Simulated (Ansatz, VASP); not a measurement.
TePb in VASP and in Ansatz

```
Pb Te
1.0
     0.00000    3.23100    3.23100
     3.23100    0.00000    3.23100
     3.23100    3.23100    0.00000
Pb Te
1 1
Direct
  0.00000 0.00000 0.00000
  0.50000 0.50000 0.50000
```

Alike in both runs: task single point; functional PBE; k mesh 4 × 4 × 4; occupations fermi-dirac, width 0.02 eV; no spin polarisation.

|  | VASP | Ansatz |
| --- | --- | --- |
| version | VASP 6.6.1 | Ansatz 0.2.0 |
| potentials or method | VASP PAW PBE potentials, release 64 (Pb_d, Te), cutoff 520 eV | all-electron LAPW, scalar-relativistic |

Ansatz gave:

| Item | Value |
| --- | --- |
| gap on the k mesh at the Fermi level (eV) | 0.73 |
| least direct gap on the mesh (eV) | 0.73 |
| pressure (GPa) | 2.2 |

What did VASP give for the same quantities?

gap on the k mesh at the Fermi level (eV): 0.73; least direct gap on the mesh (eV): 0.73; pressure (GPa): 2.1.

Ansatz ran all-electron here, so the differences hold the error of VASP's frozen core and of both bases.

Caveats: the k mesh is coarse (spacing up to 0.42 Å⁻¹), so the values aren't converged; spin-orbit coupling is left out, which as a rule narrows the gap of such compounds by several tenths of an eV. A k mesh can miss the band edges.
